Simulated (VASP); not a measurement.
A run of VASP 6.6.1 is set up as follows.

File POSCAR:

```
SnTe
1.0
    0.0000000000      3.2642331639      3.2642331639
    3.2642331639      0.0000000000      3.2642331639
    3.2642331639      3.2642331639      0.0000000000
Te Sn
1 1
Direct
    0.5000000000      0.5000000000      0.5000000000
    0.0000000000      0.0000000000      0.0000000000
```

The input INCAR.step1:

```
SYSTEM = SnTe
  ALGO = Normal
  EDIFF = 1E-5
  ENCUT = 520
  GGA = PE
  ISIF = 2
  ISMEAR = -1
  LASPH = .TRUE.
  LCHARG = .FALSE.
  LREAL = .FALSE.
  LWAVE = .TRUE.
  NBANDS = 17
  NELM = 80
  PREC = Accurate
  SIGMA = 0.05
```

Contents of INCAR.step2:

```
SYSTEM = SnTe
  AEXX = 0.2
  AGGAC = 0.81
  AGGAX = 0.72
  ALDAC = 0.19
  ALGO = Normal
  EDIFF = 1E-6
  ENCUT = 520
  GGA = B3
  ISIF = 2
  ISMEAR = -1
  ISTART = 1
  LASPH = .TRUE.
  LCHARG = .FALSE.
  LHFCALC = .TRUE.
  LREAL = .FALSE.
  LWAVE = .FALSE.
  NBANDS = 17
  NELM = 80
  PREC = Accurate
  PRECFOCK = Normal
  SIGMA = 0.05
```

File KPOINTS:

```
k-points
0
G
  4 4 4
  0 0 0
```

Potentials or basis: VASP PAW PBE potentials, release 64 (Te, Sn_d).

Run with:

```sh
$ cat potpaw_PBE.64/Te/POTCAR potpaw_PBE.64/Sn_d/POTCAR > POTCAR
$ cp INCAR.step1 INCAR
$ mpirun -np 1 vasp_std > vasp.out
$ cp INCAR.step2 INCAR
$ mpirun -np 1 vasp_std > vasp.out
```

Task: What does it give for the band gap on the k mesh?

Result: 1.03 eV, direct.

Task: Estimate the pressure.

Result: -0.2 GPa.

Caveat: the PAW data sets were made with another functional, which shifts forces and pressure a little; spin-orbit coupling is left out, which moves the levels of the heavy elements.

**Experimental background.**

From a printed reference work, textbook, for a bulk crystal of SnTe at 300 K: band gap 0.18 eV (direct).

Measured gap of SnTe: 0.18 eV (direct; 300 K; a printed reference work, textbook). This calculation gives 1.03 eV (+0.85 eV). Spin-orbit coupling on Sn, Te is left out. The value is that of B3LYP on a finite k mesh, which can miss the band edges, without temperature or zero-point motion.
